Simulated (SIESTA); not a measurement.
Crystal: Sb.

```
CELL_PARAMETERS angstrom
-1.57654 1.57654 2.71194
1.57654 -1.57654 2.71194
1.57654 1.57654 -2.71194
ATOMIC_POSITIONS crystal
Sb 0.00000 0.00000 0.00000
```

This isn't the form of Sb at room conditions, which is rhombohedral.

- Program: SIESTA 5.4.2
- Task: single point
- Functional: PBE
- Potentials or basis: PseudoDojo 0.4 standard (PBE files)
- Basis: DZP (energy shift 0.002 Ry)
- Grid cutoff: 500 Ry
- Energy shift: 0.002 Ry
- k mesh: 12 × 12 × 12
- Occupations: fermi-dirac, width 0.05 eV
- Spin: no spin polarisation

On this cell: pressure 4.2 GPa; band gap on the k mesh none (metal or under the smearing width).

The same run follows on a disturbed copy (cell strained at random at fixed volume):

```
Sb
1.0
    -1.57758    1.58021    2.71183
     1.56699   -1.54428    2.68478
     1.60429    1.57099   -2.69094
Sb
1
Cartesian
  0.0066 0.0476 0.0149
```

Question: What changes?

Answer: The energy (extrapolated to zero smearing) moves by +1.0 meV/atom; pressure 4.1 GPa; band gap on the k mesh none (metal or under the smearing width).

Stress tensor (GPa, compression positive):
```
3.89 0.24 0.01
0.24 4.77 0.10
0.01 0.10 3.69
```

Caveats: semicore shells carry a single zeta, which can move pressures by several GPa and volumes by a few percent; the basis of atomic orbitals isn't converged, which shifts pressures, moduli and gaps.
